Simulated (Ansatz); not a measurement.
## LaAlO3: pressure series

The parent structure is LaAlO3 (space group R-3c, No. 167; a = 5.412 Å, c = 13.193 Å (hexagonal axes)).

Cell and atoms are relaxed at each pressure.

All numbers come from plane-wave PAW DFT at the PBE level (Ansatz, a quantum-chemistry and plane-wave program, 420 eV), no SOC, earlier PAW set.

| pressure (GPa) | volume per atom (Å³/atom) |
|---|---|
| -2 | 11.284 |
| -1 | 11.220 |
| 0 | 11.156 |
| 1.8 | ? |
| 4.2 | 10.911 |
| 9 | 10.661 |
| 18 | 10.261 |
| 30 | 9.824 |

Problem. Fit the third-order Birch–Murnaghan form P(V) = (3B₀/2)[(V₀/V)^(7/3) − (V₀/V)^(5/3)]·[1 + (3/4)(B₀′ − 4)((V₀/V)^(2/3) − 1)] (squares taken in P) to the rows shown and predict the withheld row.

Solution. Least squares on the printed values gives V₀ = 11.156 Å³/atom, B₀ = 180 GPa, B₀′ = 4.2; this predicts 11.048 Å³/atom, and the run gives 11.048 Å³/atom, in agreement.

Load acts through the strain it causes; cell and atoms are relaxed under it. No phonon test of stability was made. Competing high-pressure phases were not computed.
